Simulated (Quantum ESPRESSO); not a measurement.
# CaO (Fm-3m) in Quantum ESPRESSO: a series of runs

One crystal, CaO, is run at these levels: LDA; tasks: phonons.

Program: Quantum ESPRESSO 7.5. These are calculated values, not measurements. Logs are shortened: lines on timing, memory, paths and dates and some standing lists are left out, and cuts for length are marked.

## Step 1: Starting point

The structure is cubic, space group Fm-3m (No. 225). The conventional cell has a = 4.807 Å, b = 4.807 Å, c = 4.807 Å, α = 90.00°, β = 90.00°, γ = 90.00°. Ca (site symmetry m-3m) has 6 O at 2.40 Å as nearest neighbours. O (site symmetry m-3m) has 6 Ca at 2.40 Å as nearest neighbours.

The cell is a database's computed one.

## Step 2: Phonons, LDA

Contents of pw.in:

```
&CONTROL
  calculation = 'scf'
  prefix = 'pwscf'
  outdir = './tmp'
  pseudo_dir = './pseudo'
  tprnfor = .true.
  tstress = .true.
  disk_io = 'low'
/
&SYSTEM
  ibrav = 0
  nat = 2
  ntyp = 2
  ecutwfc = 84
  nbnd = 14
  occupations = 'smearing'
  smearing = 'fd'
  degauss = 0.00367493
/
&ELECTRONS
  conv_thr = 4d-10
  electron_maxstep = 120
  mixing_beta = 0.5
/
ATOMIC_SPECIES
Ca    40.0780 Ca.upf
O     15.9990 O.upf
CELL_PARAMETERS bohr
   0.0000000000    4.5420619907    4.5420619907
   4.5420619907    0.0000000000    4.5420619907
   4.5420619907    4.5420619907    0.0000000000
ATOMIC_POSITIONS bohr
Ca     0.0000000000    0.0000000000    0.0000000000
O      4.5420619907    4.5420619907    4.5420619907
K_POINTS automatic
6 6 6 1 1 1
```

Contents of relax.in:

```
&CONTROL
  calculation = 'vc-relax'
  prefix = 'pwscf'
  outdir = './tmp'
  pseudo_dir = './pseudo'
  tprnfor = .true.
  tstress = .true.
  disk_io = 'low'
  nstep = 40
  forc_conv_thr = 0.0001
  etot_conv_thr = 1d-06
/
&SYSTEM
  ibrav = 0
  nat = 2
  ntyp = 2
  ecutwfc = 84
  nbnd = 14
  occupations = 'smearing'
  smearing = 'fd'
  degauss = 0.00367493
/
&ELECTRONS
  conv_thr = 4d-10
  electron_maxstep = 120
  mixing_beta = 0.5
/
&IONS
  ion_dynamics = 'bfgs'
/
&CELL
  cell_dynamics = 'bfgs'
  press = 0
  press_conv_thr = 0.2
/
ATOMIC_SPECIES
Ca    40.0780 Ca.upf
O     15.9990 O.upf
CELL_PARAMETERS bohr
   0.0000000000    4.5420619907    4.5420619907
   4.5420619907    0.0000000000    4.5420619907
   4.5420619907    4.5420619907    0.0000000000
ATOMIC_POSITIONS bohr
Ca     0.0000000000    0.0000000000    0.0000000000
O      4.5420619907    4.5420619907    4.5420619907
K_POINTS automatic
6 6 6 1 1 1
```

Contents of scf2.in:

```
&CONTROL
  calculation = 'scf'
  prefix = 'pwscf'
  outdir = './tmp'
  pseudo_dir = './pseudo'
  tprnfor = .true.
  tstress = .true.
  disk_io = 'low'
/
&SYSTEM
  ibrav = 0
  nat = 2
  ntyp = 2
  ecutwfc = 84
  nbnd = 14
  occupations = 'fixed'
/
&ELECTRONS
  conv_thr = 1d-13
  electron_maxstep = 120
  mixing_beta = 0.5
  startingpot = 'file'
  startingwfc = 'file'
/
ATOMIC_SPECIES
Ca    40.0780 Ca.upf
O     15.9990 O.upf
CELL_PARAMETERS bohr
   0.0000000000    4.4446858055    4.4446858055
   4.4446858055    0.0000000000    4.4446858055
   4.4446858055    4.4446858055    0.0000000000
ATOMIC_POSITIONS bohr
Ca     0.0000000000    0.0000000000    0.0000000000
O      4.4446858055    4.4446858055    4.4446858055
K_POINTS automatic
6 6 6 1 1 1
```

Contents of ph.in:

```
phonons of CaO
&INPUTPH
  prefix = 'pwscf'
  outdir = './tmp'
  tr2_ph = 1d-18
  fildyn = 'dyn'
  niter_ph = 90
  alpha_mix(1) = 0.7
  epsil = .true.
/
0.0000000000 0.0000000000 0.0000000000
```

Contents of dynmat.in:

```
&INPUT
  fildyn = 'dyn'
  asr = 'crystal'
  lperm = .true.
  filout = 'dynmat.disp'
  fileig = 'dynmat.eig'
/
```

Contents of dynmat_lo.in:

```
&INPUT
  fildyn = 'dyn'
  asr = 'crystal'
  filout = 'dynmat_lo.disp'
  fileig = 'dynmat_lo.eig'
  q(1) = 0
  q(2) = 0
  q(3) = 1
/
```

Potentials or basis: PseudoDojo 0.4.1 SR LDA standard.

Command:

```sh
$ OMP_NUM_THREADS=1 mpirun -n 4 pw.x -nk 4 -in pw.in > pw.out
$ OMP_NUM_THREADS=1 mpirun -n 4 pw.x -nk 4 -in relax.in > relax.out
$ OMP_NUM_THREADS=1 mpirun -n 4 pw.x -nk 4 -in scf2.in > scf2.out
$ OMP_NUM_THREADS=1 mpirun -n 4 ph.x -nk 4 -in ph.in > ph.out
$ OMP_NUM_THREADS=1 mpirun -n 1 dynmat.x -in dynmat.in > dynmat.out
$ OMP_NUM_THREADS=1 mpirun -n 1 dynmat.x -in dynmat_lo.in > dynmat_lo.out
```

pw.out:

```text
This program is part of the open-source Quantum ESPRESSO suite
     for quantum simulation of materials; please cite
[... 6 lines left out ...]
     using ibrav=0 with symmetry is DISCOURAGED, use correct ibrav instead

     K-points division:     npool     =       4
     Subspace diagonalization in iterative solution of the eigenvalue problem:
     a serial algorithm will be used

     G-vector sticks info
     --------------------
     sticks:   dense  smooth     PW     G-vecs:    dense   smooth      PW
     Sum         955     955    295                19579    19579    3287

     Using Slab Decomposition

     bravais-lattice index     =            0
     lattice parameter (alat)  =       6.4234  a.u.
     unit-cell volume          =     187.4084 (a.u.)^3
     number of atoms/cell      =            2
     number of atomic types    =            2
     number of electrons       =        16.00
     number of Kohn-Sham states=           14
     kinetic-energy cutoff     =      84.0000  Ry
     charge density cutoff     =     336.0000  Ry
     scf convergence threshold =      4.0E-10
     mixing beta               =       0.5000
     number of iterations used =            8  plain     mixing
     Exchange-correlation= SLA  PW   NOGX NOGC
                           (   1   4   0   0   0   0   0)

     celldm(1)=   6.423446  celldm(2)=   0.000000  celldm(3)=   0.000000
     celldm(4)=   0.000000  celldm(5)=   0.000000  celldm(6)=   0.000000

[... 8 lines left out ...]
               b(3) = (  0.707107  0.707107 -0.707107 )

     PseudoPot. # 1 for Ca read from file:
     Ca.upf
     Pseudo is Norm-conserving + core correction, Zval = 10.0
     Generated using ONCVPSP code by D. R. Hamann
     Using radial grid of 1724 points,  6 beta functions with:
                l(1) =   0
                l(2) =   0
                l(3) =   1
                l(4) =   1
                l(5) =   2
                l(6) =   2

     PseudoPot. # 2 for O  read from file:
     O.upf
     Pseudo is Norm-conserving + core correction, Zval =  6.0
     Generated using ONCVPSP code by D. R. Hamann
     Using radial grid of  926 points,  5 beta functions with:
                l(1) =   0
                l(2) =   0
                l(3) =   1
                l(4) =   1
                l(5) =   2

     atomic species   valence    mass     pseudopotential
     Ca               10.00    40.07800     Ca( 1.00)
     O                 6.00    15.99900     O ( 1.00)

     48 Sym. Ops., with inversion, found

   Cartesian axes

     site n.     atom                  positions (alat units)
         1        Ca     tau(   1) = (   0.0000000   0.0000000   0.0000000  )
         2        O      tau(   2) = (   0.7071068   0.7071068   0.7071068  )

     number of k points=    28  Fermi-Dirac smearing, width (Ry)=  0.0037
                       cart. coord. in units 2pi/alat
        k(    1) = (   0.0589256   0.0589256   0.0589256), wk =   0.0185185
        k(    2) = (   0.1767767   0.1767767  -0.0589256), wk =   0.0555556
        k(    3) = (   0.2946278   0.2946278  -0.1767767), wk =   0.0555556
        k(    4) = (  -0.2946278  -0.2946278   0.4124790), wk =   0.0555556
        k(    5) = (  -0.1767767  -0.1767767   0.2946278), wk =   0.0555556
        k(    6) = (  -0.0589256  -0.0589256   0.1767767), wk =   0.0555556
[... 20 lines left out ...]
        k(   27) = (   0.2946278   0.2946278   0.2946278), wk =   0.0185185
        k(   28) = (  -0.2946278  -0.2946278   0.8838835), wk =   0.0555556

     Dense  grid:    19579 G-vectors     FFT dimensions: (  40,  40,  40)

     Initial potential from superposition of free atoms

     starting charge      15.9957, renormalised to      16.0000
     Starting wfcs are    9 randomized atomic wfcs +    5 random wfcs

     Self-consistent Calculation

     iteration #  1     ecut=    84.00 Ry     beta= 0.50
     Davidson diagonalization with overlap
     ethr =  1.00E-02,  avg # of iterations =  8.3

     total energy              =    -110.49543111 Ry
     estimated scf accuracy    <       0.45282221 Ry
[... 57 lines left out ...]
     iteration # 10     ecut=    84.00 Ry     beta= 0.50
     Davidson diagonalization with overlap
     ethr =  7.99E-12,  avg # of iterations =  1.0

     End of self-consistent calculation

          k = 0.0589 0.0589 0.0589 (  2439 PWs)   bands (ev):

   -29.7653 -10.8645 -10.7659 -10.7659  -7.6751   7.1129   7.2782   7.2782
    12.2880  13.4770  13.6278  13.6278  15.2295  15.2295

          k = 0.1768 0.1768-0.0589 (  2448 PWs)   bands (ev):

   -29.7316 -11.2381 -10.8245 -10.7688  -7.2638   6.1351   6.7855   7.0350
    13.2951  13.5266  14.0339  14.5398  15.8128  16.2175

          k = 0.2946 0.2946-0.1768 (  2441 PWs)   bands (ev):

   -29.6793 -11.7163 -10.8587 -10.8014  -6.7585   5.1051   6.2882   6.4373
    13.8134  14.9501  15.0834  15.6962  17.1861  17.4170

          k =-0.2946-0.2946 0.4125 (  2439 PWs)   bands (ev):
[... 16 lines left out ...]
   -29.7163 -11.2649 -10.8477 -10.8408  -7.2328   5.8141   6.9942   7.0535
    12.4367  13.6601  14.9086  14.9557  15.6069  16.9314

          k = 0.4125 0.1768-0.0589 (  2437 PWs)   bands (ev):

   -29.6738 -11.5060 -10.9499 -10.8697  -7.0304   5.4812   6.5373   6.7650
    12.4419  14.7227  15.6722  15.7749  16.5238  17.8826

          k =-0.1768-0.4125 0.5303 (  2427 PWs)   bands (ev):
[... 6 lines left out ...]
   -29.6619 -11.6065 -11.0183 -10.8427  -6.8689   5.3054   6.2843   6.5190
    13.4127  14.6515  15.5198  15.8076  17.4472  18.3286

          k = 0.0589-0.1768 0.2946 (  2448 PWs)   bands (ev):

   -29.7046 -11.4203 -10.8810 -10.7993  -7.0662   5.6388   6.6068   6.8758
    12.9557  14.1579  14.7392  15.2081  16.1626  17.0598

          k = 0.5303 0.0589 0.0589 (  2432 PWs)   bands (ev):
[... 6 lines left out ...]
   -29.6323 -11.3644 -11.1370 -11.0056  -7.2865   6.0482   6.4513   6.7110
    11.8248  15.4837  15.8009  16.7597  16.8277  19.4642

          k = 0.0589-0.4125 0.5303 (  2432 PWs)   bands (ev):

   -29.6379 -11.5055 -11.1641 -10.9238  -6.9860   5.6239   6.2538   6.3857
    13.4030  14.3567  16.0202  16.2687  17.4722  20.3733

          k = 0.1768-0.2946 0.4125 (  2436 PWs)   bands (ev):

   -29.6614 -11.7503 -10.9155 -10.8398  -6.7404   5.0642   6.2151   6.3613
    13.7671  14.8045  15.6808  16.1768  17.4914  18.0994

          k =-0.6482 0.0589 0.0589 (  2439 PWs)   bands (ev):

   -29.6328 -11.3891 -11.0423 -10.9891  -7.4561   6.0317   6.8491   6.9425
    11.1057  15.4522  16.3500  16.5517  16.8171  18.6555

          k =-0.5303 0.1768-0.0589 (  2430 PWs)   bands (ev):

   -29.6474 -11.4727 -11.0286 -10.9558  -7.1539   5.7126   6.5059   6.7191
    12.0392  15.1652  15.9634  16.4136  16.7516  18.6492

          k =-0.4125 0.0589 0.0589 (  2444 PWs)   bands (ev):

   -29.6808 -11.3935 -10.9136 -10.9075  -7.1883   5.5905   6.9042   6.9719
    11.8145  14.4083  15.7843  15.8019  15.9348  17.6992

          k = 0.1768 0.1768 0.1768 (  2442 PWs)   bands (ev):
[... 31 lines left out ...]
   -29.6318 -11.3552 -11.1775 -11.0550  -7.1198   5.9648   6.2572   6.4334
    12.9855  14.3084  15.8217  16.7805  17.3026  20.4839

          k =-0.7660 0.1768 0.1768 (  2425 PWs)   bands (ev):

   -29.6342 -11.4149 -11.2098 -10.9332  -7.1354   5.9241   6.2024   6.5854
    12.4137  15.2625  15.9871  16.3851  17.0966  19.9657

          k = 0.2946 0.2946 0.2946 (  2443 PWs)   bands (ev):
[... 6 lines left out ...]
   -29.6531 -11.7608 -10.9595 -10.8458  -6.7319   5.0612   6.2362   6.2458
    14.1610  14.4829  15.7374  16.3697  17.7161  18.5896

     the Fermi energy is     9.7732 ev

!    total energy              =    -110.66419915 Ry
     estimated scf accuracy    <          4.7E-11 Ry
     smearing contrib. (-TS)   =      -0.00000000 Ry
     internal energy E=F+TS    =    -110.66419915 Ry

     The total energy is F=E-TS. E is the sum of the following terms:
     one-electron contribution =     -25.18544594 Ry
     hartree contribution      =      20.49442001 Ry
     xc contribution           =     -22.93718760 Ry
     ewald contribution        =     -83.03598562 Ry

     convergence has been achieved in  10 iterations

     Forces acting on atoms (cartesian axes, Ry/au):

     atom    1 type  1   force =    -0.00000000   -0.00000000    0.00000000
     atom    2 type  2   force =    -0.00000000   -0.00000000    0.00000000

     Total force =     0.000000     Total SCF correction =     0.000000

     Computing stress (Cartesian axis) and pressure

          total   stress  (Ry/bohr**3)                   (kbar)     P=      -73.00
  -0.00049624  -0.00000000  -0.00000000          -73.00       -0.00       -0.00
  -0.00000000  -0.00049624  -0.00000000           -0.00      -73.00       -0.00
  -0.00000000  -0.00000000  -0.00049624           -0.00       -0.00      -73.00

=------------------------------------------------------------------------------=
   JOB DONE.
=------------------------------------------------------------------------------=
```

Run time: 1.7 min. Hardware: 4 MPI ranks of Arm Neoverse V2, shared host; peak memory 0.32 GiB.

Results:

```yaml
Free_energy: -1505.7051 eV
Relaxed_volume: 13.01 Å³/atom
Relaxed_cell: a = 3.326 Å, b = 3.326 Å, c = 3.326 Å, α = 60.00°, β = 60.00°, γ = 60.00°
Space_group_after_relaxing_to_0.05_Å: Fm-3m (No. 225)
Pressure_after_relaxing: 0.0 GPa
Electronic_dielectric_tensor_diagonal: 3.87
Born_charges_mean_of_the_diagonal: Ca +2.38; O -2.38 e
Highest_phonon_frequency_at_Γ_LO-TO_splitting_left_out: 291 cm⁻¹
Static_dielectric_tensor_diagonal: 14.91
```

Step by step:
```csv
step,energy change (eV),largest force (eV/Å),pressure (GPa),volume (Å³)
1,0.0000,0.0000,-7.30,27.77
2,-0.0344,0.0000,-3.36,26.75
3,-0.0421,0.0000,0.42,25.94
4,-0.0422,0.0000,-0.02,26.03
5,-0.0422,0.0000,0.00,26.02
```

Final structure:
```
Ca O
1.0
     0.00000    2.35203    2.35203
     2.35203    0.00000    2.35203
     2.35203    2.35203    0.00000
Ca O
1 1
Direct
  0.00000 0.00000 0.00000
  0.50000 0.50000 0.50000
```

Levels at points of the mesh, in eV from the valence-band top:
```
           k point  band 6  band 7  band 8  band 9  band 10  band 11
(0.08, 0.08, 0.08)   -0.16    0.00    0.00    5.58     6.36     6.52
```

Phonon frequencies in cm⁻¹ (negative: imaginary):
```tsv
q point	frequencies
(0.000, 0.000, 0.000)	1 1 1 291 291 291
```

Electronic dielectric tensor:
```
3.87 0.00 0.00
0.00 3.87 0.00
0.00 0.00 3.87
```

Born effective charge tensors (e):
atom 1, Ca
```
2.38 0.00 0.00
0.00 2.38 0.00
0.00 0.00 2.38
```
atom 2, O
```
-2.38  0.00  0.00
 0.00 -2.38  0.00
 0.00  0.00 -2.38
```

Optical modes at Γ, degenerate ones joined, polar ones without the macroscopic field:
```csv
cm⁻¹,components,symmetry,active in,"IR intensity, summed ((D/Å)²/amu)"
291,3,T1u,IR,34.23
```

Zone-centre frequencies without and with the macroscopic field along z (cm⁻¹):
```csv
,optical modes in rising order
without,291 291 291
with the field,291 291 571
```

Static dielectric tensor, electrons and zone-centre modes:
```
14.91  0.00  0.00
 0.00 14.91  0.00
 0.00  0.00 14.91
```

## Step 3: Phonons, LDA

pw.in is that of step 2.

relax.in is that of step 2.

scf2.in is that of step 2.

ph.in, as its differences from that of step 2:

```diff
@@ -8,4 +8,3 @@
   alpha_mix(1) = 0.7
-  epsil = .true.
 /
-0.0000000000 0.0000000000 0.0000000000
+0.5303300859 0.5303300859 -0.0000000000
```

Potentials or basis: PseudoDojo 0.4.1 SR LDA standard.

Command:

```sh
$ OMP_NUM_THREADS=1 mpirun -n 4 pw.x -nk 4 -in pw.in > pw.out
$ OMP_NUM_THREADS=1 mpirun -n 4 pw.x -nk 4 -in relax.in > relax.out
$ OMP_NUM_THREADS=1 mpirun -n 4 pw.x -nk 4 -in scf2.in > scf2.out
$ OMP_NUM_THREADS=1 mpirun -n 4 ph.x -nk 4 -in ph.in > ph.out
```

pw.out:

```text
This program is part of the open-source Quantum ESPRESSO suite
     for quantum simulation of materials; please cite
[... 6 lines left out ...]
     using ibrav=0 with symmetry is DISCOURAGED, use correct ibrav instead

     K-points division:     npool     =       4
     Subspace diagonalization in iterative solution of the eigenvalue problem:
     a serial algorithm will be used

     G-vector sticks info
     --------------------
     sticks:   dense  smooth     PW     G-vecs:    dense   smooth      PW
     Sum         955     955    295                19579    19579    3287

     Using Slab Decomposition

     bravais-lattice index     =            0
     lattice parameter (alat)  =       6.4234  a.u.
     unit-cell volume          =     187.4084 (a.u.)^3
     number of atoms/cell      =            2
[... 245 lines left out ...]
   -29.6328 -11.3891 -11.0423 -10.9891  -7.4561   6.0317   6.8491   6.9425
    11.1057  15.4522  16.3500  16.5517  16.8171  18.6555

          k =-0.5303 0.1768-0.0589 (  2430 PWs)   bands (ev):

   -29.6474 -11.4727 -11.0286 -10.9558  -7.1539   5.7126   6.5059   6.7191
    12.0392  15.1652  15.9634  16.4136  16.7516  18.6492

          k =-0.4125 0.0589 0.0589 (  2444 PWs)   bands (ev):
[... 51 lines left out ...]
   -29.6531 -11.7608 -10.9595 -10.8458  -6.7319   5.0612   6.2362   6.2458
    14.1610  14.4829  15.7374  16.3697  17.7161  18.5896

     the Fermi energy is     9.7732 ev

!    total energy              =    -110.66419915 Ry
     estimated scf accuracy    <          4.7E-11 Ry
     smearing contrib. (-TS)   =      -0.00000000 Ry
     internal energy E=F+TS    =    -110.66419915 Ry

     The total energy is F=E-TS. E is the sum of the following terms:
     one-electron contribution =     -25.18544594 Ry
     hartree contribution      =      20.49442001 Ry
     xc contribution           =     -22.93718760 Ry
     ewald contribution        =     -83.03598562 Ry

     convergence has been achieved in  10 iterations

     Forces acting on atoms (cartesian axes, Ry/au):

     atom    1 type  1   force =    -0.00000000   -0.00000000    0.00000000
     atom    2 type  2   force =    -0.00000000   -0.00000000    0.00000000

     Total force =     0.000000     Total SCF correction =     0.000000

     Computing stress (Cartesian axis) and pressure

          total   stress  (Ry/bohr**3)                   (kbar)     P=      -73.00
  -0.00049624  -0.00000000  -0.00000000          -73.00       -0.00       -0.00
  -0.00000000  -0.00049624  -0.00000000           -0.00      -73.00       -0.00
  -0.00000000  -0.00000000  -0.00049624           -0.00       -0.00      -73.00

=------------------------------------------------------------------------------=
   JOB DONE.
=------------------------------------------------------------------------------=
```

relax.out:

```text
This program is part of the open-source Quantum ESPRESSO suite
     for quantum simulation of materials; please cite
[... 6 lines left out ...]
     using ibrav=0 with symmetry is DISCOURAGED, use correct ibrav instead

     K-points division:     npool     =       4
[... 1706 lines left out ...]
  -0.00000154   0.00000000   0.00000000           -0.23        0.00        0.00
   0.00000000  -0.00000154   0.00000000            0.00       -0.23        0.00
   0.00000000   0.00000000  -0.00000154            0.00        0.00       -0.23

=------------------------------------------------------------------------------=
   JOB DONE.
=------------------------------------------------------------------------------=
```

scf2.out:

```text
This program is part of the open-source Quantum ESPRESSO suite
     for quantum simulation of materials; please cite
[... 6 lines left out ...]
     using ibrav=0 with symmetry is DISCOURAGED, use correct ibrav instead

     K-points division:     npool     =       4
[... 301 lines left out ...]
  -0.00000155   0.00000000  -0.00000000           -0.23        0.00       -0.00
  -0.00000000  -0.00000155   0.00000000           -0.00       -0.23        0.00
   0.00000000  -0.00000000  -0.00000155            0.00       -0.00       -0.23

=------------------------------------------------------------------------------=
   JOB DONE.
=------------------------------------------------------------------------------=
```

It took 7.8 min on 4 MPI ranks of Arm Neoverse V2, shared host; peak memory 0.36 GiB.

Results:

```yaml
Free_energy: -1505.7051 eV
Relaxed_volume: 13.01 Å³/atom
Relaxed_cell: a = 3.326 Å, b = 3.326 Å, c = 3.326 Å, α = 60.00°, β = 60.00°, γ = 60.00°
Space_group_after_relaxing_to_0.05_Å: Fm-3m (No. 225)
Pressure_after_relaxing: 0.0 GPa
Highest_phonon_frequency_at_the_q_point_run: 386 cm⁻¹
```

The path:
```tsv
step	energy change (eV)	largest force (eV/Å)	pressure (GPa)	volume (Å³)
1	0.0000	0.0000	-7.30	27.77
2	-0.0344	0.0000	-3.36	26.75
3	-0.0421	0.0000	0.42	25.94
4	-0.0422	0.0000	-0.02	26.03
5	-0.0422	0.0000	0.00	26.02
```

Final structure:
```
Ca O
1.0
     0.00000    2.35203    2.35203
     2.35203    0.00000    2.35203
     2.35203    2.35203    0.00000
Ca O
1 1
Direct
  0.00000 0.00000 0.00000
  0.50000 0.50000 0.50000
```

Phonon frequencies in cm⁻¹ (negative: imaginary):
| q point | frequencies |
| --- | --- |
| (0.375, 0.375, 0.750) | 210 281 295 319 371 386 |

Phonon modes at q = (0.375, 0.375, 0.750) in reciprocal lattice units:
| mode | symmetry | cm⁻¹ |
| --- | --- | --- |
| 1 | B_1 | 210 |
| 2 | A_1 | 281 |
| 3 | B_2 | 295 |
| 4 | B_1 | 319 |
| 5 | B_2 | 371 |
| 6 | A_1 | 386 |

(Continued in part 2 of 3.)
